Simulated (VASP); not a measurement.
Input of a VASP 6.6.1 run:

File INCAR:

```
SYSTEM = SiNi
PREC = Accurate ; ENCUT = 600
EDIFF = 1E-7 ; ISMEAR = 1
SIGMA = 0.1 ; LREAL = .FALSE.
LASPH = .TRUE. ; NELM = 80
ALGO = Normal ; ISIF = 4
LWAVE = .FALSE. ; LCHARG = .FALSE.
METAGGA = R2SCAN ; LMIXTAU = .TRUE.
IBRION = 2 ; NSW = 40
EDIFFG = -0.01 ; KPAR = 2
```

Contents of KPOINTS:

```
regular mesh
0
G
  12 12 8
  0 0 0
```

POSCAR

```
SiNi                                    
1.0
    2.8905644600      0.0000000000      0.0000000000
    0.0000000000      3.2139546331      0.0000000000
    0.0000000000      0.0000000000      4.5753885476
  Si              Ni            
     2     2
Direct
     0.0000000000000000    0.0000000000000000    0.1564783088116699
     0.5000000000000000    0.5000000000000000    0.8435216911883301
     0.0000000000000000    0.0000000000000000    0.6567356573875536
     0.5000000000000000    0.5000000000000000    0.3432643426124464
```

Potentials or basis: VASP PAW PBE potentials, release 64 (Si, Ni).

Launch:

```console
$ cat potpaw_PBE.64/Si/POTCAR potpaw_PBE.64/Ni/POTCAR > POTCAR
$ mpirun -np 2 vasp_std > vasp.out
```

(1) What does it give for the band gap on the k mesh?

(2) What does it give for the energy gained by relaxing?

## Answers

(1) none (metal or under the smearing width).

(2) 2.5 meV/atom.
